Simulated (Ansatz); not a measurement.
Theory: DFT PBE, scalar-relativistic, plane waves, PAW in Ansatz. All cells share a 420 eV cutoff and Γ-centred k meshes spaced about 0.3 Å⁻¹ or finer (0.25 for metals, 2π included). No spin polarisation.

These are static total energies at zero pressure.

Two relaxed structures of Hf5C3:

1.

```yaml
crystal:
  lattice:
    - [-1.81372, 2.99097, 5.96268]
    - [1.81372, -2.99097, 5.96268]
    - [1.81372, 2.99097, -5.96268]
  atoms:
    - { symbol: Hf, position: [0.60429, 0.35212, 0.25217] }
    - { symbol: Hf, position: [0.09995, 0.35212, 0.74783] }
    - { symbol: Hf, position: [0.39571, 0.64788, 0.74783] }
    - { symbol: Hf, position: [0.90005, 0.64788, 0.25217] }
    - { symbol: Hf, position: [0.50000, 0.00000, 0.50000] }
    - { symbol: C, position: [0.30621, 0.80621, 0.50000] }
    - { symbol: C, position: [0.69379, 0.19379, 0.50000] }
    - { symbol: C, position: [0.00000, 0.50000, 0.50000] }
```

2.

```yaml
crystal:
  lattice:
    - [3.08350, 0.00000, 0.00000]
    - [0.00000, 3.08350, 0.00000]
    - [0.00000, 0.00000, 14.40894]
  atoms:
    - { symbol: Hf, position: [0.00000, 0.00000, 0.81712] }
    - { symbol: Hf, position: [0.00000, 0.00000, 0.18288] }
    - { symbol: Hf, position: [0.00000, 0.00000, 0.40909] }
    - { symbol: Hf, position: [0.00000, 0.00000, 0.59091] }
    - { symbol: Hf, position: [0.50000, 0.50000, 0.00000] }
    - { symbol: C, position: [0.50000, 0.50000, 0.15451] }
    - { symbol: C, position: [0.50000, 0.50000, 0.50000] }
    - { symbol: C, position: [0.50000, 0.50000, 0.84549] }
```

Question: Which is lower in energy, and by how much?

Answer: Cell 1 is lower, by 167 meV/atom. Cell 1 has space group Immm (No. 71), 16.2 Å³/atom and no gap on its mesh; cell 2 has space group P4/mmm (No. 123), 17.1 Å³/atom and no gap. The denser one is the lower, and pressure would at first widen the difference. In cell 1, Hf on a site of symmetry m has 4 C at 2.30–2.42 Å and 6 Hf at 2.95–3.04 Å; around Hf on a site of symmetry mmm lie 2 C at 2.31 Å and 8 Hf at 2.95 Å; C on a site of symmetry mm2 is surrounded by 7 Hf at 2.31–2.42 Å; 1 more site not described. In cell 2, Hf on a site of symmetry 4mm has 4 C at 2.22 Å and 9 Hf at 3.08–3.42 Å; Hf on a second site of symmetry 4mm is surrounded by 4 C at 2.54 Å, 1 Hf at 2.62 Å, 4 Hf at 3.08 Å and 1 Hf at 3.26 Å; C on a site of symmetry 4mm is surrounded by 5 Hf at 2.22–2.23 Å; 2 more sites not described. Both come from trial cells of a structure search.

Spin–orbit coupling, which can matter for Hf, is left out. Cells relaxed within their symmetry can be saddle points.
